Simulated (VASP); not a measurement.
# MnO2 (P4_2/mnm) in VASP: a series of runs

One crystal, MnO2, is run at these levels: PBE, r2SCAN, TPSS, r2SCAN+D4; tasks: single point, relaxation of cell and atoms.

Program: VASP 6.6.1. These are calculated values, not measurements. Logs are shortened: lines on timing, memory, paths and dates and some standing lists are left out, and cuts for length are marked.

## (1) The structure

It takes space group P4_2/mnm (No. 136, tetragonal). Conventional cell: a = 4.400 Å, b = 4.400 Å, c = 2.867 Å, α = 90.00°, β = 90.00°, γ = 90.00°. Around Mn (site symmetry mmm) lie 6 O at 1.88 to 1.90 Å. O (site symmetry m2m) is surrounded by 3 Mn at 1.88 to 1.90 Å.

The cell is a database's computed one.

## (2) Single point, PBE, collinear spin, ferromagnetic start

Input file INCAR:

```
  PREC = Accurate
  ENCUT = 520
  EDIFF = 1E-7
  ISMEAR = -1
  SIGMA = 0.05
  LREAL = F
  LASPH = T
  NELM = 100
  ALGO = Fast
  ISIF = 2
  LWAVE = F
  LCHARG = F
  ISPIN = 2
  MAGMOM = 5.5 5.5 0 0 0 0
  LORBIT = 11
  LMAXMIX = 4
  GGA = PE
  NBANDS = 38
```

Input file KPOINTS:

```
regular mesh
0
Gamma
  6 6 9
```

Input file POSCAR:

```
MnO2
1.0
    4.4004184607      0.0000000000      0.0000000000
    0.0000000000      4.4004184607      0.0000000000
    0.0000000000      0.0000000000      2.8670779400
Mn O
2 4
Direct
    0.5000000000      0.5000000000      0.5000000000
    0.0000000000      0.0000000000      0.0000000000
    0.8049161500      0.1950838500      0.5000000000
    0.6950838500      0.6950838500      0.0000000000
    0.1950838500      0.8049161500      0.5000000000
    0.3049161500      0.3049161500      0.0000000000
```

Potentials or basis: VASP PAW PBE potentials, release 64 (Mn_pv, O).

Launch:

```sh
$ cat potpaw_PBE.64/Mn_pv/POTCAR potpaw_PBE.64/O/POTCAR > POTCAR
$ mpirun -np 1 vasp_std > vasp.out
```

OUTCAR:

```text
PREC = Accurate
   ENCUT = 520
   EDIFF = 1E-7
   ISMEAR = -1
   LREAL = F
   LASPH = T
   NELM = 100
   ISIF = 2
   ISPIN = 2
   LORBIT = 11
   GGA = PE

 ion  position               nearest neighbor table
   1  0.500  0.500  0.500-   4 1.88   6 1.88   4 1.88   6 1.88   5 1.90   3 1.90
   2  0.000  0.000  0.000-   3 1.88   5 1.88   3 1.88   5 1.88   4 1.90   6 1.90
   3  0.805  0.195  0.500-   2 1.88   2 1.88   1 1.90
   4  0.695  0.695  0.000-   1 1.88   1 1.88   2 1.90
   5  0.195  0.805  0.500-   2 1.88   2 1.88   1 1.90
   6  0.305  0.305  0.000-   1 1.88   1 1.88   2 1.90

  LATTYP: Found a simple tetragonal cell.
 ALAT       =     4.4004184607
 C/A-ratio  =     0.6515466576

  Lattice vectors:

 A1 = (   4.4004184607,   0.0000000000,   0.0000000000)
 A2 = (   0.0000000000,   4.4004184607,   0.0000000000)
 A3 = (   0.0000000000,   0.0000000000,   2.8670779400)

Analysis of symmetry for initial positions (statically):
=====================================================================
 Subroutine PRICEL returns:
 Original cell was already a primitive cell.

 Routine SETGRP: Setting up the symmetry group for a
 simple tetragonal supercell.

 Subroutine GETGRP returns: Found 16 space group operations
 (whereof  8 operations were pure point group operations)
 out of a pool of 16 trial point group operations.

The static configuration has the point symmetry D_2h.
 The point group associated with its full space group is D_4h.

Analysis of symmetry for dynamics (positions and initial velocities):
=====================================================================
 Subroutine PRICEL returns:
 Original cell was already a primitive cell.

 Routine SETGRP: Setting up the symmetry group for a
 simple tetragonal supercell.

 Subroutine GETGRP returns: Found 16 space group operations
 (whereof  8 operations were pure point group operations)
 out of a pool of 16 trial point group operations.

The dynamic configuration has the point symmetry D_2h.
 The point group associated with its full space group is D_4h.

Analysis of structural, dynamic, and magnetic symmetry:
=====================================================================
 Subroutine PRICEL returns:
 Original cell was already a primitive cell.

 Routine SETGRP: Setting up the symmetry group for a
 simple tetragonal supercell.

 Subroutine GETGRP returns: Found 16 space group operations
 (whereof  8 operations were pure point group operations)
 out of a pool of 16 trial point group operations.

The overall configuration has the point symmetry D_2h.
 The point group associated with its full space group is D_4h.

 Subroutine INISYM returns: Found 16 space group operations
 (whereof  8 operations are pure point group operations),
 and found     1 'primitive' translations

----------------------------------------------------------------------------------------

                                     Primitive cell

  volume of cell :      55.5172

  direct lattice vectors                    reciprocal lattice vectors
     4.400418461  0.000000000  0.000000000     0.227251115  0.000000000  0.000000000
     0.000000000  4.400418461  0.000000000     0.000000000  0.227251115  0.000000000
     0.000000000  0.000000000  2.867077940     0.000000000  0.000000000  0.348787170

  length of vectors
     4.400418461  4.400418461  2.867077940     0.227251115  0.227251115  0.348787170

  position of ions in fractional coordinates (direct lattice)
     0.500000000  0.500000000  0.500000000
     0.000000000  0.000000000  0.000000000
     0.804916150  0.195083850  0.500000000
     0.695083850  0.695083850  0.000000000
     0.195083850  0.804916150  0.500000000
     0.304916150  0.304916150  0.000000000

  ion indices of the primitive-cell ions
   primitive index   ion index
                 1           1
                 2           2
                 3           3
                 4           4
                 5           5
                 6           6

----------------------------------------------------------------------------------------

 KPOINTS: regular mesh

[... 50 lines left out ...]
   number of dos      NEDOS =    301   number of ions     NIONS =      6
   total plane-waves  NPLWV =  31104
   dimension x,y,z NGX =    36 NGY =   36 NGZ =   24
   dimension x,y,z NGXF=    72 NGYF=   72 NGZF=   48
   ions per type =               2   4
   NGX,Y,Z   is equivalent  to a cutoff of  13.60, 13.60, 13.92 a.u.
   NGXF,Y,Z  is equivalent  to a cutoff of  27.20, 27.20, 27.83 a.u.
 SYSTEM =  unknown system
   PREC   = accura    normal or accurate (medium, high low for compatibility)
   ISTART =      0    job   : 0-new  1-cont  2-samecut
   ICHARG =      2    charge: 1-file 2-atom 10-const
   ISPIN  =      2    spin polarized calculation?
   LNONCOLLINEAR =      F non collinear calculations
   LSORBIT =      F    spin-orbit coupling
   LASPH  =      T    aspherical Exc in radial PAW
   ENCUT  =  520.0 eV  38.22 Ry    6.18 a.u.   8.18  8.18  5.33*2*pi/ulx,y,z
   NELM   =    100;   NELMIN=  2; NELMDL= -5     # of ELM steps
   EDIFF  = 0.1E-06   stopping-criterion for ELM
   LREAL  =      F    real-space projection
   EDIFFG = 0.1E-05   stopping-criterion for IOM
   NSW    =      0    number of steps for IOM
   IBRION =     -1    ionic relax: 0-MD 1-quasi-New 2-CG
   NFREE  =      0    steps in history (QN), initial steepest desc. (CG)
   ISIF   =      2    stress and relaxation
   ISYM   =      2    0-nonsym 1-usesym 2-fastsym
   POTIM  = 0.5000    time-step for ionic-motion
   TEBEG  =    0.0;   TEEND  =   0.0 temperature during run
   PSTRESS=    0.0 pullay stress
   NELECT =      50.0000    total number of electrons
   NUPDOWN=      -1.0000    fix difference up-down
   EMIN   =  10.00;   EMAX   =-10.00  energy-range for DOS
   EFERMI =   0.00;   METHOD = LEGACY
   ISMEAR =    -1;   SIGMA  =   0.05  broadening in eV -4-tet -1-fermi 0-gaus
   EFERMI_NEDOS =   21; number of points for ismear=-14 and -15
   IALGO  =     68    algorithm
   IMIX   =      4    mixing-type and parameters
     AMIX     =   0.40;   BMIX     =  1.00
     AMIX_MAG =   1.60;   BMIX_MAG =  1.00
  volume/ion in A,a.u.               =       9.25        62.44
  Fermi-wavevector in a.u.,A,eV,Ry     =   1.580965  2.987591 34.007101  2.499451
  Thomas-Fermi vector in A             =   2.681113
   LORBIT       =     11    0 simple, 1 ext, 2 COOP (PROOUT), +10 PAW based schemes
   GGA     = PE    functional components
   LHFCALC =     F    Hartree Fock is set to
   AEXX    =    0.0000 exact exchange contribution
   IVDW    =     0    specifies the selected vdW correction
   LEPSILON=     F    determine dielectric tensor
   LRPA    =     F    only Hartree local field effects (RPA)
 spin polarized calculation
 RMM-DIIS sequential band-by-band and
  energy-cutoff  :      520.00
  volume of cell :       55.52
 maximum number of plane-waves:      1514
 NGX is ok and might be reduce to    36
   NGX = 17   NGY = 17   NGZ = 11

 number of electron      50.0000000 magnetization      11.0000000

 number of electron      49.9999968 magnetization       5.9893087

 Free energy of the ion-electron system (eV)
  ---------------------------------------------------
  ext. energy  EPLUGINS =         0.00000000
  ---------------------------------------------------
  free energy    TOTEN  =       -47.68372659 eV

  energy without entropy =      -47.67992902  energy(sigma->0) =      -47.68182781

 E-fermi :   5.4961     XC(G=0): -12.0231

 val. band max:        5.3976741230   @ k =   0.5000   0.5000   0.0000
 cond. band min:       5.5394306442   @ k =   0.0000   0.0000   0.0000
 fundamental gap:      0.1417565212
 Fermi energy:         5.4960530083

 spin component 1

 k-point     1 :       0.0000    0.0000    0.0000
  band No.  band energies     occupation
      1     -45.3473      1.00000
      2     -45.3396      1.00000
      3     -45.2774      1.00000
      4     -45.2774      1.00000
      5     -45.1924      1.00000
      6     -45.1924      1.00000
[... 949 lines left out ...]
     36      19.2964      0.00000
     37      21.0550      0.00000

 [... further k-points ...]

 spin component 2

 k-point     1 :       0.0000    0.0000    0.0000
  band No.  band energies     occupation
      1     -42.3790      1.00000
      2     -42.3695      1.00000
      3     -42.3087      1.00000
      4     -42.3087      1.00000
      5     -42.2143      1.00000
      6     -42.2143      1.00000
[... 949 lines left out ...]
     36      19.9084      0.00000
     37      21.4950      0.00000

 [... further k-points ...]

 [bands above 37 left out]

------------------------ aborting loop because EDIFF is reached ----------------------------------------

  FORCE on cell =-STRESS in cart. coord.  units (eV):
  Direction    XX          YY          ZZ          XY          YZ          ZX
  --------------------------------------------------------------------------------------
  -------------------------------------------------------------------------------------
  Total        2.5173289      2.5173289      2.2527678      0.0000000      0.0000000      0.0000000
  in kB       72.6479033     72.6479033     65.0129017      0.0000000      0.0000000      0.0000000
  external PRESSURE =      70.1029028 kB  Pullay stress =       0.0000000 kB

 VOLUME and BASIS-vectors are now :
 -----------------------------------------------------------------------------
  energy-cutoff  :      520.00
  volume of cell :       55.52
      direct lattice vectors                 reciprocal lattice vectors
     4.400418461  0.000000000  0.000000000     0.227251115  0.000000000  0.000000000
     0.000000000  4.400418461  0.000000000     0.000000000  0.227251115  0.000000000
     0.000000000  0.000000000  2.867077940     0.000000000  0.000000000  0.348787170

 POSITION                                       TOTAL-FORCE (eV/Angst)
 -----------------------------------------------------------------------------------
      2.20021      2.20021      1.43354         0.000000      0.000000      0.000000
      0.00000      0.00000      0.00000         0.000000      0.000000      0.000000
      3.54197      0.85845      1.43354        -0.020743      0.020743      0.000000
      3.05866      3.05866      0.00000         0.020743      0.020743      0.000000
      0.85845      3.54197      1.43354         0.020743     -0.020743      0.000000
      1.34176      1.34176      0.00000        -0.020743     -0.020743      0.000000
 -----------------------------------------------------------------------------------
    total drift:                                0.000000      0.000000      0.000000

  FREE ENERGIE OF THE ION-ELECTRON SYSTEM (eV)
  ---------------------------------------------------
  free  energy   TOTEN  =       -47.6837265863 eV

  energy  without entropy=      -47.6799290249  energy(sigma->0) =      -47.68182781

 total charge

# of ion       s       p       d       tot
------------------------------------------
    1        0.354   6.469   4.901  11.724
    2        0.354   6.469   4.901  11.724
    3        1.569   3.467   0.000   5.036
    4        1.569   3.467   0.000   5.036
    5        1.569   3.467   0.000   5.036
    6        1.569   3.467   0.000   5.036
--------------------------------------------------
tot          6.985  26.806   9.801  43.592

 magnetization (x)

# of ion       s       p       d       tot
------------------------------------------
    1        0.017   0.029   2.645   2.691
    2        0.017   0.029   2.645   2.691
    3        0.001   0.096   0.000   0.097
    4        0.001   0.096   0.000   0.097
    5        0.001   0.096   0.000   0.097
    6        0.001   0.096   0.000   0.097
--------------------------------------------------
tot          0.038   0.442   5.290   5.770
```

Wall time 2.7 min (1 thread of Intel Xeon 6975P-C (Granite Rapids), shared host); peak memory 0.29 GiB.

Results:

| Quantity | Value |
| --- | --- |
| Free energy | -47.6837 eV |
| Pressure | 7.0 GPa |
| Largest force | 0.029 eV/Å |
| Band gap on the k mesh | none (metal or under the smearing width) |
| Net moment | 5.99 μB per cell |
| Site moments | Mn +2.69; O +0.10 μB |
| Valence electrons inside the program's atomic spheres | Mn 11.72; O 5.04 |

Forces in eV/Å, atoms in the order of the input:
```
Mn   0.000  0.000  0.000
Mn   0.000  0.000  0.000
O   -0.021  0.021  0.000
O    0.021  0.021  0.000
O    0.021 -0.021  0.000
O   -0.021 -0.021  0.000
```

Stress tensor (GPa, compression positive):
```
7.26 0.00 0.00
0.00 7.26 0.00
0.00 0.00 6.50
```

Levels at points of the mesh, in eV from the Fermi level:
Spin up:
```
           k point  band 26  band 27  band 28  band 29  band 30  band 31
(0.00, 0.00, 0.00)    -1.31    -0.75    -0.20    -0.20     2.70     2.70
(0.50, 0.00, 0.00)    -1.47    -0.76    -0.76     2.19     2.19     2.46
(0.50, 0.50, 0.00)    -2.21    -0.10    -0.10     1.45     1.45     2.67
```
Spin down:
```tsv
k point	band 20	band 21	band 22	band 23	band 24	band 25
(0.00, 0.00, 0.00)	-1.00	-1.00	-0.42	0.04	0.36	0.50
(0.50, 0.00, 0.00)	-2.92	-1.26	-1.26	0.74	0.74	1.10
(0.50, 0.50, 0.00)	-2.58	-1.99	-1.99	0.07	0.07	0.51
```

Caveat: semilocal functionals often make such compounds metallic where correlation or magnetic order opens a gap, which also shifts bond lengths; only a ferromagnetic start was run, and an antiferromagnetic order may lie lower in energy. With open d or f shells a metallic result of PBE can be an artefact of self-interaction; +U or a hybrid may open a gap.

(Continued in part 2 of 3.)
